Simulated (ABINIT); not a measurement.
# Pd (Fm-3m) in ABINIT: settings compared, part 2 of 2

ABINIT 10.8.3 (patched build). Earlier steps stand in the parts before.

### Step 5. Band structure, revPBE

File run.abi:

```
# Datasets: ground state, then fixed potential
ndtset 2

# Pseudopotentials
pp_dirpath "./"
pseudos "Pd.GGA_PBE-JTH.xml"

# Structure
acell 3*1.0
rprim
     0.0000000000     3.6783519016     3.6783519016
     3.6783519016     0.0000000000     3.6783519016
     3.6783519016     3.6783519016     0.0000000000
ntypat 1
znucl 46
natom 1
typat 1
xred
     0.0000000000     0.0000000000     0.0000000000

# Plane-wave basis
ecut 625.861884 eV
pawecutdg 45.0

# Exchange and correlation
ixc 14

# Bands and occupations
occopt 3
tsmear 0.00183747

# SCF cycle
nstep 100

# Output
iomode 3
prtwf 0
prteig 0
prtebands 0
enunit 1
prtden1 1
prtvha1 1
prtvclmb1 1
prtpot1 1

# Dataset 1
kptopt1 1
ngkpt1 12 12 12
nshiftk1 1
shiftk1 0.0 0.0 0.0
nband1 13
tolvrs1 1.0e-9

# Dataset 2: bands along G-X-W-K-G-L-U-W-L-K
iscf2 -2
getden2 1
nband2 17
nbdbuf2 2
tolwfr2 1.0e-12
kptopt2 -9
ndivsm2 8
prteig2 1
prtvol2 -3
kptbounds2
     0.0000000000     0.0000000000     0.0000000000
     0.5000000000     0.0000000000     0.5000000000
     0.5000000000     0.2500000000     0.7500000000
     0.3750000000     0.3750000000     0.7500000000
     0.0000000000     0.0000000000     0.0000000000
     0.5000000000     0.5000000000     0.5000000000
     0.6250000000     0.2500000000     0.6250000000
     0.5000000000     0.2500000000     0.7500000000
     0.5000000000     0.5000000000     0.5000000000
     0.3750000000     0.3750000000     0.7500000000
```

Potentials or basis: JTH PAW PBE v2.0.

Launch:

```sh
$ abinit run.abi > log 2>&1
```

run.abo:

```text
.Version 10.8.3 of ABINIT
 DATASET    1 : space group Fm -3 m (#225); Bravais cF (face-center cubic)
================================================================================
 Values of the parameters that define the memory need for DATASET  1.
     intxc =       0    ionmov =       0      iscf =      17    lmnmax =      18
     lnmax =       6     mgfft =      24  mpssoang =       3    mqgrid =    3001
     natom =       1  nloc_mem =       2    nspden =       1   nspinor =       1
    nsppol =       1      nsym =      48    n1xccc =       1    ntypat =       1
    occopt =       3   xclevel =       2
       mpw =         534          nfft =       13824          nkpt =          72
 PAW method is used; the additional fine FFT grid is defined by:
   mgfftf=        32    nfftf =     32768
================================================================================
================================================================================

 DATASET    2 : space group Fm -3 m (#225); Bravais cF (face-center cubic)
================================================================================
 Values of the parameters that define the memory need for DATASET  2.
     intxc =       0    ionmov =       0      iscf =      -2    lmnmax =      18
     lnmax =       6     mgfft =      24  mpssoang =       3    mqgrid =    3001
     natom =       1  nloc_mem =       2    nspden =       1   nspinor =       1
    nsppol =       1      nsym =      48    n1xccc =       1    ntypat =       1
    occopt =       3   xclevel =       2
       mpw =         535          nfft =       13824          nkpt =         139
 PAW method is used; the additional fine FFT grid is defined by:
   mgfftf=        32    nfftf =     32768
================================================================================
================================================================================

--------------------------------------------------------------------------------
------------- Echo of variables that govern the present computation ------------
--------------------------------------------------------------------------------
 -outvars: echo values of preprocessed input variables --------
            acell      1.0000000000E+00  1.0000000000E+00  1.0000000000E+00 Bohr
              amu      1.06420000E+02
             ecut      2.30000000E+01 Hartree
           enunit           1
           getden1          0
           getden2          1
             iscf1         17
             iscf2         -2
              ixc          14
           jdtset        1    2
           kptopt1          1
           kptopt2         -9
         kptrlatt       12    0    0      0   12    0      0    0   12
          kptrlen1     6.24237018E+01
          kptrlen2     3.00000000E+01
            natom           1
            nband1         13
            nband2         17
           nbdbuf1          0
           nbdbuf2          2
           ndtset           2
           ndivsm1          0
           ndivsm2          8
            ngfft          24      24      24
          ngfftdg          32      32      32
             nkpt1         72
             nkpt2        139
            nstep         100
[... 275 lines left out ...]
  7.66E-13  5.96E-13  8.25E-13  4.66E-13  8.06E-13  6.08E-13  6.89E-13  3.91E-13
  2.84E-13  9.67E-13  7.97E-13  7.78E-14  7.05E-13  3.78E-13  7.59E-13  3.72E-12
  1.08E-10
 -2.6589E+00 -1.3913E+00 -1.3913E+00 -1.3913E+00  1.7113E-01  3.2937E-01
  3.2937E-01  3.2937E-01  3.8854E-01  3.8854E-01  1.0616E+00  1.2388E+00
  1.2388E+00  1.2388E+00  1.4283E+00  1.5483E+00  1.5483E+00
 Non-SCF case, kpt    2 (  0.02174  0.00000  0.02174), residuals and eigenvalues=
  5.16E-13  7.49E-13  6.59E-13  9.06E-13  8.06E-13  9.92E-13  8.92E-13  9.34E-13
  6.12E-13  6.33E-13  6.91E-13  3.55E-13  6.20E-13  9.90E-13  8.18E-13  2.66E-12
  1.66E-05
[... 948 lines left out ...]
 Non-SCF case, kpt  138 (  0.38393  0.38393  0.73214), residuals and eigenvalues=
  2.74E-13  7.62E-13  5.07E-13  8.24E-13  5.16E-13  8.79E-13  8.78E-13  5.21E-13
  2.71E-13  7.08E-13  7.54E-13  5.25E-13  6.94E-13  9.88E-13  3.15E-13  4.57E-13
  3.96E-13
 -2.6563E+00 -1.4029E+00 -1.4004E+00 -1.3956E+00  2.6244E-01  2.8603E-01
  3.5551E-01  3.9426E-01  4.2591E-01  7.0349E-01  7.1827E-01  8.3728E-01
  1.0331E+00  1.1741E+00  1.4901E+00  1.5240E+00  1.5635E+00
 Non-SCF case, kpt  139 (  0.37500  0.37500  0.75000), residuals and eigenvalues=
  4.86E-13  5.05E-13  5.40E-13  4.90E-13  3.42E-13  6.80E-13  2.12E-13  7.63E-13
  2.66E-13  5.77E-13  4.67E-13  7.14E-13  2.98E-13  3.69E-13  3.05E-13  1.70E-12
  2.29E-12
 -2.6563E+00 -1.4031E+00 -1.4001E+00 -1.3958E+00  2.5955E-01  2.8141E-01
  3.6186E-01  3.9856E-01  4.2770E-01  6.9715E-01  7.3210E-01  8.3055E-01
  1.0195E+00  1.1794E+00  1.4654E+00  1.5299E+00  1.5816E+00

--- !ResultsGS
iteration_state: {dtset: 2, }
comment   : Summary of ground state results
lattice_vectors:
- [  0.0000000,   3.6783519,   3.6783519, ]
- [  3.6783519,   0.0000000,   3.6783519, ]
- [  3.6783519,   3.6783519,   0.0000000, ]
lattice_lengths: [   5.20198,    5.20198,    5.20198, ]
lattice_angles: [ 60.000,  60.000,  60.000, ] # degrees, (23, 13, 12)
lattice_volume:   9.9538209E+01
convergence: {deltae:  0.000E+00, res2:  0.000E+00, residm:  9.996E-13, diffor:  0.000E+00, }
etotal    :  -1.28726817E+02
entropy   :   0.00000000E+00
fermie    :   4.33029433E-01
cartesian_stress_tensor: null
pressure_GPa: null
xred      :
- [  0.0000E+00,   0.0000E+00,   0.0000E+00, Pd]
cartesian_forces: null
force_length_stats: {min: null, max: null, mean: null, }
...

 Integrated electronic density in atomic spheres:
 ------------------------------------------------
 Atom  Sphere_radius  Integrated_density
    1        2.51165         16.92098296

================================================================================

 ----iterations are completed or convergence reached----

 Mean square residual over all n,k,spin=   62.650E-14; max=  99.958E-14
 reduced coordinates (array xred) for    1 atoms
       0.000000000000      0.000000000000      0.000000000000

 cartesian coordinates (angstrom) at end:
    1      0.00000000000000     0.00000000000000     0.00000000000000
 length scales=  1.000000000000  1.000000000000  1.000000000000 bohr
              =  0.529177210544  0.529177210544  0.529177210544 angstroms
 Eigenvalues (   eV  ) for nkpt= 139  k points:
 kpt#   1, nband= 17, wtk=  1.00000, kpt=  0.0000  0.0000  0.0000 (reduced coord)
 -72.35301  -37.85917  -37.85917  -37.85917    4.65660    8.96265    8.96265    8.96265
  10.57284   10.57284   28.88650   33.70939   33.70939   33.70939   38.86615   42.13243
  42.13243
 kpt#   2, nband= 17, wtk=  1.00000, kpt=  0.0217  0.0000  0.0217 (reduced coord)
 -72.35267  -37.86108  -37.85990  -37.85990    4.68018    8.94973    8.97311    8.97311
  10.55948   10.57786   28.91232   33.60484   33.69831   33.69831   39.03939   42.00854
  42.08122
 kpt#   3, nband= 17, wtk=  1.00000, kpt=  0.0435  0.0000  0.0435 (reduced coord)
 -72.35166  -37.86674  -37.86205  -37.86205    4.75057    8.91138    9.00442    9.00442
  10.51999   10.59285   28.98902   33.32907   33.66127   33.66127   39.51970   41.68559
  41.77713
 kpt#   4, nband= 17, wtk=  1.00000, kpt=  0.0652  0.0000  0.0652 (reduced coord)
 -72.35000  -37.87604  -37.86559  -37.86559    4.86666    8.84885    9.05643    9.05643
  10.45613   10.61759   29.11437   32.95750   33.58707   33.58707   40.22625   41.26495
  41.26735
 kpt#   5, nband= 17, wtk=  1.00000, kpt=  0.0870  0.0000  0.0870 (reduced coord)
[... 525 lines left out ...]
  11.56654   18.29695   19.37655   23.98380   28.97947   31.56928   41.11104   41.21518
  42.35991
 kpt# 137, nband= 17, wtk=  1.00000, kpt=  0.3929  0.3929  0.7143 (reduced coord)
 -72.28361  -38.17429  -38.10215  -37.97217    7.22452    7.91346    9.50681   10.57164
  11.56748   18.80165   19.44776   23.28144   28.52979   31.77262   41.12956   41.29977
  42.17394
 kpt# 138, nband= 17, wtk=  1.00000, kpt=  0.3839  0.3839  0.7321 (reduced coord)
 -72.28265  -38.17448  -38.10565  -37.97733    7.14124    7.78329    9.67386   10.72848
  11.58962   19.14298   19.54515   22.78349   28.11330   31.94787   40.54654   41.47137
  42.54436
 kpt# 139, nband= 17, wtk=  1.00000, kpt=  0.3750  0.3750  0.7500 (reduced coord)
 -72.28204  -38.18136  -38.09980  -37.98177    7.06265    7.65744    9.84659   10.84529
  11.63832   18.97047   19.92147   22.60040   27.74105   32.09393   39.87424   41.63003
  43.03852

== END DATASET(S) ==============================================================
================================================================================

 -outvars: echo values of variables after computation  --------
            acell      1.0000000000E+00  1.0000000000E+00  1.0000000000E+00 Bohr
           etotal1    -1.2872681727E+02
            fcart1    -0.0000000000E+00 -0.0000000000E+00 -0.0000000000E+00
            rprim      0.0000000000E+00  3.6783519016E+00  3.6783519016E+00
                       3.6783519016E+00  0.0000000000E+00  3.6783519016E+00
                       3.6783519016E+00  3.6783519016E+00  0.0000000000E+00
           strten1    -3.4266037294E-04 -3.4266037294E-04 -3.4266037294E-04
                       0.0000000000E+00  0.0000000000E+00  0.0000000000E+00
 Calculation completed.
```

Wall time 59 s (1 thread of Arm Neoverse V2, shared host); peak memory 0.12 GiB.

What came out:

```
Free energy                                           : -3502.8351 eV
Pressure                                              : 10.1 GPa
Band gap on the k mesh                                : none (metal or under the smearing width)
Valence electrons inside the program's atomic spheres : Pd 16.92 (radii [1.3291] Å)
```

Levels at the corners of the path, in eV from the Fermi level:
| point | band 5 | band 6 | band 7 | band 8 | band 9 | band 10 | band 11 | band 12 | band 13 | band 14 |
| --- | --- | --- | --- | --- | --- | --- | --- | --- | --- | --- |
| Γ | -7.13 | -2.82 | -2.82 | -2.82 | -1.21 | -1.21 | 17.10 | 21.93 | 21.93 | 21.93 |
| X | -5.38 | -5.10 | -0.04 | 0.31 | 0.31 | 3.45 | 10.74 | 13.26 | 13.26 | 21.34 |
| W | -4.31 | -3.35 | -3.35 | -1.31 | 0.31 | 8.98 | 8.98 | 10.37 | 11.62 | 25.67 |
| K | -4.72 | -4.13 | -1.94 | -0.94 | -0.15 | 7.19 | 8.14 | 10.82 | 15.96 | 20.31 |
| Γ | -7.13 | -2.82 | -2.82 | -2.82 | -1.21 | -1.21 | 17.10 | 21.93 | 21.93 | 21.93 |
| L | -5.28 | -2.87 | -2.87 | -0.01 | -0.01 | 1.11 | 7.33 | 16.48 | 21.11 | 21.11 |
| U | -4.72 | -4.13 | -1.94 | -0.94 | -0.15 | 7.19 | 8.14 | 10.82 | 15.96 | 20.31 |
| W | -4.31 | -3.35 | -3.35 | -1.31 | 0.31 | 8.98 | 8.98 | 10.37 | 11.62 | 25.67 |
| L | -5.28 | -2.87 | -2.87 | -0.01 | -0.01 | 1.11 | 7.33 | 16.48 | 21.11 | 21.11 |
| K | -4.72 | -4.13 | -1.94 | -0.94 | -0.15 | 7.19 | 8.14 | 10.82 | 15.96 | 20.31 |

Caveat: the PAW data sets were made with another functional, which shifts forces and pressure a little.

### Step 6. Equation of state, PBE

File run.abi:

```
ndtset 7
getwfk -1
scalecart1 3*0.9795861087
scalecart2 3*0.9864848297
scalecart3 3*0.9932883884
scalecart4 3*1.0000000000
scalecart5 3*1.0066227096
scalecart6 3*1.0131594038
scalecart7 3*1.0196128224

pp_dirpath "./"
pseudos "Pd.GGA_PBE-JTH.xml"

acell 3*1.0
rprim
     0.0000000000     3.6783519016     3.6783519016
     3.6783519016     0.0000000000     3.6783519016
     3.6783519016     3.6783519016     0.0000000000
ntypat 1
znucl 46
natom 1
typat 1
xred
     0.0000000000     0.0000000000     0.0000000000

ecut 29.0
pawecutdg 51.0

kptopt 1
ngkpt 12 12 12
nshiftk 1
shiftk 0.0 0.0 0.0

ixc 11

nband 13
occopt 3
tsmear 0.05 eV

nstep 100
tolvrs 1.0e-9

iomode 3
prtwf 1
prtden 0
prteig 0
prtebands 0
enunit 1
```

Potentials or basis: JTH PAW PBE v2.0.

Launch:

```sh
$ abinit run.abi > log 2>&1
```

Run time: 3.5 min. Hardware: 1 thread of Arm Neoverse V2, shared host; peak memory 0.17 GiB.

Results (log left out):

```yaml
Equilibrium_volume: 15.28 Å³/atom
Bulk_modulus: 169 GPa
Pressure_derivative_of_the_bulk_modulus: 5.3
```

Energy against volume, from the lowest point:
```csv
volume (Å³/atom),energy (meV/atom)
13.865,85.20
14.160,51.07
14.455,26.55
14.750,10.44
15.045,1.86
15.340,0.00
15.635,3.92
```

Caveat: pressures at fixed basis lie under the slope of the energies. PBE usually gives volumes a little too large and moduli too small.

### Step 7. Summary

| task | level | potentials or basis | cutoff (eV) | fine-grid cutoff | gap on the mesh (eV) | pressure (GPa) |
| --- | --- | --- | --- | --- | --- | --- |
| equation of state | rPW86PBE | JTH PAW PBE v2.0 | 626 | 1224.51 eV | - | - |
| band structure | LDA-Teter | JTH PAW LDA v2.0 | 626 | 1224.51 eV | none | -8.7 |
| band structure | LDA-PZ | PseudoDojo NC SR LDA v0.4.1 standard | 1116 | - | none | -8.7 |
| band structure | revPBE | JTH PAW PBE v2.0 | 626 | 1224.51 eV | none | 10.1 |
| equation of state | PBE | JTH PAW PBE v2.0 | 789 | 1387.78 eV | - | - |

Alike in all rows: no spin polarisation; cell as given; k mesh 12 × 12 × 12; smearing fermi-dirac 0.05 eV.

Caveats: pressures at fixed basis lie under the slope of the energies (some runs); the PAW data sets were made with another functional, which shifts forces and pressure a little (some runs); the minimum lies outside the volumes run (some runs).

Absolute energies hang on the potentials; compare differences alone.
